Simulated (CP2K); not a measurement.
## MgS under changes of volume

One of the cells (22.740 Å³/atom); the others are scaled copies at fixed shape and fractional positions:

```
S Mg
1.0
     4.00664    0.00000    0.00000
     2.00332    3.46985    0.00000
     2.00332    1.15662    3.27141
S Mg
1 1
Cartesian
  2.0033 1.1566 0.8179
  0.0000 0.0000 0.0000
```

The cell comes from a database or a generator and needn't be the stable form of this composition.

| Property | Result |
| --- | --- |
| Program | CP2K 2026.2 |
| Functional | PBE |
| Potentials or basis | POTENTIAL_UZH S GTH-PBE-q6, Mg GTH-PBE-q10; TZVP-MOLOPT-PBE-GTH basis |
| Density cutoff | 19048 eV |
| k mesh | 8 × 8 × 8 |
| Occupations | fermi-dirac, width 0.05 eV |
| Spin | no spin polarisation |

```csv
volume (Å³/atom),energy over the lowest point (meV/atom),pressure (GPa),gap on the mesh (eV)
21.376,41.67,6.5,3.61
21.831,25.33,5.0,3.51
22.285,13.20,3.6,3.40
22.740,?,?,?
23.195,1.65,1.1,3.20
23.650,0.00,0.1,3.11
24.105,1.19,-0.9,3.02
```

Problem. What does the run at 22.740 Å³/atom give?

Solution. Energy over the lowest point 6.43 meV/atom; pressure 2.3 GPa; gap on the mesh 3.30 eV.

Worked out: A Birch-Murnaghan fit of order 3 (a polynomial in V^(-2/3)) to the other rows has its minimum at 23.67 Å³/atom with B0 = V·E''(V) = 44 GPa (rough, since the energies scatter). It gives 5.73 meV/atom at 22.740 Å³/atom, against the run's 6.43, and -dE/dV = 2.1 GPa, against 2.3. A straight line through the other rows of the gap, of slope -4.94 eV per unit of ln V (its deformation potential), gives 3.30 eV, against the run's 3.30.

Energies are extrapolated to zero smearing.

Caveats: the basis of atomic orbitals isn't converged, which shifts pressures, moduli and gaps.
